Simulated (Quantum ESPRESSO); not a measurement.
# In in Quantum ESPRESSO: work function with PBE

Aim: the work function of In with PBE.

All numbers are computed with Quantum ESPRESSO 7.5; they aren't measurements. Logs are shortened: lines on timing, memory, paths and dates and some standing lists are left out, and cuts for length are marked.

### 1 The slab as given

The cell holds a slab with vacuum, 3 atoms: a = 3.335 Å, b = 3.335 Å, c = 20.509 Å, α = 90.00°, β = 90.00°, γ = 120.00°.

### 2 Work function, PBE

Contents of pw.in:

```
&CONTROL
  calculation = 'scf'
  prefix = 'pwscf'
  outdir = './tmp'
  pseudo_dir = './pseudo'
  tprnfor = .true.
  disk_io = 'low'
/
&SYSTEM
  ibrav = 0
  celldm(1) = 8
  nat = 3
  ntyp = 1
  ecutwfc = 70
  nbnd = 28
  occupations = 'smearing'
  smearing = 'fd'
  degauss = 0.00367493
/
&ELECTRONS
  conv_thr = 3d-09
  electron_maxstep = 150
  mixing_beta = 0.3
  mixing_mode = 'local-TF'
/
ATOMIC_SPECIES
In   114.8180 In.upf
CELL_PARAMETERS alat
  0.7878940913652  -0.0000000000000   0.0000000000000
 -0.3939470456720   0.6823362986078   0.0000000000000
  0.0000000000000   0.0000000000000   4.8445828962010
ATOMIC_POSITIONS crystal
In     0.3333333300    0.6666666600    0.3656905620
In     0.6666666700    0.3333333400    0.5000000000
In     0.3333333300    0.6666666600    0.6343094380
K_POINTS automatic
9 9 1 0 0 0
```

Contents of pp_density.in:

```
&INPUTPP
  prefix = 'pwscf'
  outdir = './tmp'
  filplot = 'density.dat'
  plot_num = 0
/
&PLOT
  nfile = 1
  filepp(1) = 'density.dat'
  iflag = 3
  output_format = 6
  fileout = 'density.cube'
/
```

Contents of pp_potential.in:

```
&INPUTPP
  prefix = 'pwscf'
  outdir = './tmp'
  filplot = 'potential.dat'
  plot_num = 11
/
&PLOT
  nfile = 1
  filepp(1) = 'potential.dat'
  iflag = 3
  output_format = 6
  fileout = 'potential.cube'
/
```

Contents of pp_elf.in:

```
&INPUTPP
  prefix = 'pwscf'
  outdir = './tmp'
  filplot = 'elf.dat'
  plot_num = 8
/
&PLOT
  nfile = 1
  filepp(1) = 'elf.dat'
  iflag = 3
  output_format = 6
  fileout = 'elf.cube'
/
```

Potentials or basis: PseudoDojo 0.4.1 SR PBE standard.

Started as:

```sh
> OMP_NUM_THREADS=1 pw.x -in pw.in > pw.out
> OMP_NUM_THREADS=1 pp.x -in pp_density.in > pp_density.out
> OMP_NUM_THREADS=1 pp.x -in pp_potential.in > pp_potential.out
> OMP_NUM_THREADS=1 pp.x -in pp_elf.in > pp_elf.out
```

pw.out:

```text
This program is part of the open-source Quantum ESPRESSO suite
     for quantum simulation of materials; please cite
[... 9 lines left out ...]
     --------------------
     sticks:   dense  smooth     PW     G-vecs:    dense   smooth      PW
     Sum         769     769    223               105459   105459   16533

     Using Slab Decomposition

     bravais-lattice index     =            0
     lattice parameter (alat)  =       8.0000  a.u.
     unit-cell volume          =    1333.4989 (a.u.)^3
     number of atoms/cell      =            3
     number of atomic types    =            1
     number of electrons       =        39.00
     number of Kohn-Sham states=           28
     kinetic-energy cutoff     =      70.0000  Ry
     charge density cutoff     =     280.0000  Ry
     scf convergence threshold =      3.0E-09
     mixing beta               =       0.3000
     number of iterations used =            8  local-TF  mixing
     Exchange-correlation= PBE
                           (   1   4   3   4   0   0   0)

     celldm(1)=   8.000000  celldm(2)=   0.000000  celldm(3)=   0.000000
     celldm(4)=   0.000000  celldm(5)=   0.000000  celldm(6)=   0.000000

     crystal axes: (cart. coord. in units of alat)
               a(1) = (   0.787894  -0.000000   0.000000 )
               a(2) = (  -0.393947   0.682336   0.000000 )
               a(3) = (   0.000000   0.000000   4.844583 )

     reciprocal axes: (cart. coord. in units 2 pi/alat)
               b(1) = (  1.269206  0.732776 -0.000000 )
               b(2) = (  0.000000  1.465553 -0.000000 )
               b(3) = ( -0.000000 -0.000000  0.206416 )

     PseudoPot. # 1 for In read from file:
     In.upf
     Pseudo is Norm-conserving + core correction, Zval = 13.0
     Generated using ONCVPSP code by D. R. Hamann
     Using radial grid of 1964 points,  6 beta functions with:
                l(1) =   0
                l(2) =   0
                l(3) =   1
                l(4) =   1
                l(5) =   2
                l(6) =   2

     atomic species   valence    mass     pseudopotential
     In               13.00   114.81800     In( 1.00)

     12 Sym. Ops. (no inversion) found

   Cartesian axes

     site n.     atom                  positions (alat units)
         1        In     tau(   1) = (   0.0000000   0.4548909   1.7716182  )
         2        In     tau(   2) = (   0.3939470   0.2274454   2.4222914  )
         3        In     tau(   3) = (   0.0000000   0.4548909   3.0729647  )

     number of k points=    12  Fermi-Dirac smearing, width (Ry)=  0.0037
                       cart. coord. in units 2pi/alat
        k(    1) = (   0.0000000   0.0000000   0.0000000), wk =   0.0246914
        k(    2) = (   0.0000000   0.1628392   0.0000000), wk =   0.1481481
        k(    3) = (   0.0000000   0.3256784   0.0000000), wk =   0.1481481
        k(    4) = (   0.0000000   0.4885177   0.0000000), wk =   0.1481481
        k(    5) = (   0.0000000   0.6513569   0.0000000), wk =   0.1481481
        k(    6) = (   0.1410229   0.2442588   0.0000000), wk =   0.1481481
        k(    7) = (   0.1410229   0.4070981   0.0000000), wk =   0.2962963
        k(    8) = (   0.1410229   0.5699373   0.0000000), wk =   0.2962963
        k(    9) = (   0.1410229   0.7327765   0.0000000), wk =   0.1481481
        k(   10) = (   0.2820458   0.4885177   0.0000000), wk =   0.1481481
        k(   11) = (   0.2820458   0.6513569   0.0000000), wk =   0.2962963
        k(   12) = (   0.4230687   0.7327765   0.0000000), wk =   0.0493827

     Dense  grid:   105459 G-vectors     FFT dimensions: (  36,  36, 216)

     Initial potential from superposition of free atoms

     starting charge      38.9883, renormalised to      39.0000

     negative rho (up, down):  1.034E-05 0.000E+00
     Starting wfcs are   27 randomized atomic wfcs +    1 random wfcs

     Self-consistent Calculation

     iteration #  1     ecut=    70.00 Ry     beta= 0.30
     Davidson diagonalization with overlap
     ethr =  1.00E-02,  avg # of iterations =  6.0

     Threshold (ethr) on eigenvalues was too large:
     Diagonalizing with lowered threshold

     Davidson diagonalization with overlap
     ethr =  1.09E-04,  avg # of iterations =  6.2

     total energy              =    -398.69552423 Ry
     estimated scf accuracy    <       0.04451545 Ry

     iteration #  2     ecut=    70.00 Ry     beta= 0.30
     Davidson diagonalization with overlap
     ethr =  1.14E-04,  avg # of iterations =  1.9

     total energy              =    -398.68523159 Ry
     estimated scf accuracy    <       0.03017527 Ry

     iteration #  3     ecut=    70.00 Ry     beta= 0.30
     Davidson diagonalization with overlap
     ethr =  7.74E-05,  avg # of iterations =  3.8

     total energy              =    -398.68916651 Ry
     estimated scf accuracy    <       0.00219538 Ry

     iteration #  4     ecut=    70.00 Ry     beta= 0.30
     Davidson diagonalization with overlap
     ethr =  5.63E-06,  avg # of iterations =  8.7

     total energy              =    -398.68895042 Ry
     estimated scf accuracy    <       0.00174725 Ry

     iteration #  5     ecut=    70.00 Ry     beta= 0.30
     Davidson diagonalization with overlap
     ethr =  4.48E-06,  avg # of iterations =  3.8

     total energy              =    -398.68874535 Ry
     estimated scf accuracy    <       0.00096147 Ry

     iteration #  6     ecut=    70.00 Ry     beta= 0.30
     Davidson diagonalization with overlap
     ethr =  2.47E-06,  avg # of iterations =  6.5

     total energy              =    -398.68861903 Ry
     estimated scf accuracy    <       0.00038398 Ry

     iteration #  7     ecut=    70.00 Ry     beta= 0.30
     Davidson diagonalization with overlap
     ethr =  9.85E-07,  avg # of iterations =  5.5

     negative rho (up, down):  1.031E-04 0.000E+00

     total energy              =    -398.68870740 Ry
     estimated scf accuracy    <       0.00017979 Ry

     iteration #  8     ecut=    70.00 Ry     beta= 0.30
     Davidson diagonalization with overlap
     ethr =  4.61E-07,  avg # of iterations =  4.5

     negative rho (up, down):  3.584E-04 0.000E+00

     total energy              =    -398.68878661 Ry
     estimated scf accuracy    <       0.00004011 Ry

     iteration #  9     ecut=    70.00 Ry     beta= 0.30
     Davidson diagonalization with overlap
     ethr =  1.03E-07,  avg # of iterations =  5.4

     negative rho (up, down):  1.588E-04 0.000E+00

     total energy              =    -398.68878660 Ry
     estimated scf accuracy    <       0.00004459 Ry

     iteration # 10     ecut=    70.00 Ry     beta= 0.30
     Davidson diagonalization with overlap
     ethr =  1.03E-07,  avg # of iterations =  5.1

     negative rho (up, down):  3.985E-05 0.000E+00

     total energy              =    -398.68879498 Ry
     estimated scf accuracy    <       0.00000055 Ry

     iteration # 11     ecut=    70.00 Ry     beta= 0.30
     Davidson diagonalization with overlap
     ethr =  1.41E-09,  avg # of iterations =  5.5

     negative rho (up, down):  4.435E-05 0.000E+00

     total energy              =    -398.68879583 Ry
     estimated scf accuracy    <       0.00000017 Ry

     iteration # 12     ecut=    70.00 Ry     beta= 0.30
     Davidson diagonalization with overlap
     ethr =  4.39E-10,  avg # of iterations =  2.4

     negative rho (up, down):  2.197E-05 0.000E+00

     total energy              =    -398.68879582 Ry
     estimated scf accuracy    <          9.1E-09 Ry

     iteration # 13     ecut=    70.00 Ry     beta= 0.30
     Davidson diagonalization with overlap
     ethr =  2.33E-11,  avg # of iterations =  3.3

     total energy              =    -398.68879578 Ry
     estimated scf accuracy    <          5.4E-09 Ry

     iteration # 14     ecut=    70.00 Ry     beta= 0.30
     Davidson diagonalization with overlap
     ethr =  1.38E-11,  avg # of iterations =  3.8

     End of self-consistent calculation

          k = 0.0000 0.0000 0.0000 ( 13345 PWs)   bands (ev):

   -12.8692 -12.8341 -12.8341 -12.7239 -12.7218 -12.6966 -12.6966 -12.6364
   -12.6364 -12.6002 -12.6002 -12.4783 -12.4783 -12.4608 -12.4608  -7.1538
    -5.7954  -3.8339  -0.2939   2.6228   5.0025   5.5279   7.0004   7.0446
     9.5481  10.1403  10.6395  10.6395

          k = 0.0000 0.1628 0.0000 ( 13259 PWs)   bands (ev):

   -12.8643 -12.8316 -12.8012 -12.7351 -12.7028 -12.6908 -12.6828 -12.6388
   -12.6078 -12.6037 -12.5823 -12.4968 -12.4834 -12.4827 -12.4608  -6.9132
    -5.5568  -3.6128  -0.0345   2.8455   5.2182   5.7500   7.2185   7.2539
     8.2380   9.4267   9.5729   9.7760

          k = 0.0000 0.3257 0.0000 ( 13231 PWs)   bands (ev):

   -12.9007 -12.7875 -12.7810 -12.7170 -12.6981 -12.6968 -12.6912 -12.5990
   -12.5832 -12.5327 -12.5281 -12.5201 -12.5159 -12.4933 -12.4600  -6.1847
    -4.8362  -2.9401   0.7222   3.4751   4.9191   5.8062   6.2095   6.4178
     7.7913   7.8777   7.9222   8.1608

          k = 0.0000 0.4885 0.0000 ( 13186 PWs)   bands (ev):

   -12.9461 -12.8369 -12.7727 -12.7375 -12.7169 -12.7144 -12.6196 -12.6031
   -12.5613 -12.5070 -12.5059 -12.4893 -12.4698 -12.4220 -12.4168  -4.9596
    -3.6280  -1.8050   1.7923   1.8673   3.1552   4.3766   5.0734   6.8756
     7.0996   7.5173   8.1914   8.4530

          k = 0.0000 0.6514 0.0000 ( 13156 PWs)   bands (ev):

   -12.9756 -12.8748 -12.7864 -12.7701 -12.7340 -12.7273 -12.6340 -12.5567
   -12.5449 -12.5118 -12.4696 -12.4566 -12.4419 -12.3570 -12.3559  -3.2696
    -1.9765  -1.0482   0.0319   0.4405   2.1680   3.4514   5.9752   6.1147
     6.5376   7.8990   8.5631   8.5827

          k = 0.1410 0.2443 0.0000 ( 13227 PWs)   bands (ev):

   -12.8614 -12.8344 -12.7627 -12.7356 -12.6977 -12.6685 -12.6629 -12.6469
   -12.6197 -12.5393 -12.5392 -12.5243 -12.5066 -12.4907 -12.4638  -6.4284
    -5.0770  -3.1657   0.4741   3.2794   5.6431   6.1716   6.3871   7.0805
     7.4861   7.6709   7.6855   8.6147

          k = 0.1410 0.4071 0.0000 ( 13190 PWs)   bands (ev):

   -12.8943 -12.8094 -12.7928 -12.7234 -12.6828 -12.6811 -12.6609 -12.5895
   -12.5856 -12.5540 -12.5456 -12.5001 -12.4740 -12.4521 -12.4381  -5.4502
    -4.1114  -2.2590   1.4461   3.3311   4.2257   4.6685   5.4872   6.4614
     6.7196   7.0965   7.1215   8.5112

          k = 0.1410 0.5699 0.0000 ( 13171 PWs)   bands (ev):

   -12.9285 -12.8544 -12.7721 -12.7485 -12.7129 -12.7009 -12.6135 -12.6088
   -12.5602 -12.5123 -12.4857 -12.4849 -12.4754 -12.3900 -12.3857  -3.9840
    -2.6694  -0.9458   0.6506   1.7748   2.9366   3.4717   4.8914   5.6825
     6.1731   7.1913   7.9304   8.3930

          k = 0.1410 0.7328 0.0000 ( 13160 PWs)   bands (ev):

   -12.9421 -12.8730 -12.7734 -12.7586 -12.7245 -12.7115 -12.6289 -12.5734
   -12.5593 -12.5124 -12.4814 -12.4523 -12.4391 -12.3733 -12.3712  -2.3756
    -1.6320  -1.1769  -0.1178   0.8139   1.5252   4.0268   4.6693   5.5766
     6.2288   6.5152   7.7441   8.4866

          k = 0.2820 0.4885 0.0000 ( 13200 PWs)   bands (ev):

   -12.8537 -12.8354 -12.7977 -12.7625 -12.6541 -12.6409 -12.6309 -12.5948
   -12.5744 -12.5614 -12.5574 -12.4985 -12.4904 -12.4049 -12.3963  -4.2274
    -2.9079  -1.1398   2.0699   2.5153   2.9571   3.3127   4.5697   4.8399
     5.7894   6.1352   7.4800   8.1895

          k = 0.2820 0.6514 0.0000 ( 13171 PWs)   bands (ev):

   -12.8524 -12.8461 -12.7858 -12.7646 -12.6476 -12.6334 -12.6252 -12.6095
   -12.5833 -12.5167 -12.5044 -12.4879 -12.4859 -12.4147 -12.4139  -2.5703
    -1.3104  -0.5074   0.7817   1.1232   2.0981   3.1164   3.4517   4.2545
     5.1942   6.6300   6.7778   8.9520

          k = 0.4231 0.7328 0.0000 ( 13206 PWs)   bands (ev):

   -12.8390 -12.8129 -12.7665 -12.7436 -12.7167 -12.6069 -12.6013 -12.5496
   -12.5262 -12.5250 -12.5193 -12.5146 -12.4916 -12.4697 -12.4668  -1.0949
    -1.0173  -0.2811   0.5332   1.1630   1.7955   2.1257   2.9491   3.2935
     5.1080   6.2361   7.4713   8.0722

     the Fermi energy is     1.8716 ev

!    total energy              =    -398.68879579 Ry
     estimated scf accuracy    <          2.4E-10 Ry
     smearing contrib. (-TS)   =      -0.00126059 Ry
     internal energy E=F+TS    =    -398.68753520 Ry

     The total energy is F=E-TS. E is the sum of the following terms:
     one-electron contribution =   -1453.78440581 Ry
     hartree contribution      =     747.02176270 Ry
     xc contribution           =    -120.10870975 Ry
     ewald contribution        =     428.18381766 Ry

     convergence has been achieved in  14 iterations

     Forces acting on atoms (cartesian axes, Ry/au):

     atom    1 type  1   force =    -0.00000000    0.00000000   -0.00225607
     atom    2 type  1   force =     0.00000000   -0.00000000    0.00000000
     atom    3 type  1   force =     0.00000000    0.00000000    0.00225607

     Total force =     0.003191     Total SCF correction =     0.000065

=------------------------------------------------------------------------------=
   JOB DONE.
=------------------------------------------------------------------------------=
```

Wall time 70 s (1 thread of Intel Xeon 6975P-C (Granite Rapids), shared host); peak memory 0.24 GiB.

What came out:

```
Free energy                     : -5424.4374 eV
Largest force                   : 0.058 eV/Å
Band gap on the k mesh          : none (metal or under the smearing width)
Work function of the upper face : 3.86 eV
Work function of the lower face : 3.86 eV
```

Forces on the atoms (eV/Å):
```
In   0.000  0.000 -0.058
In   0.000  0.000  0.000
In   0.000  0.000  0.058
```
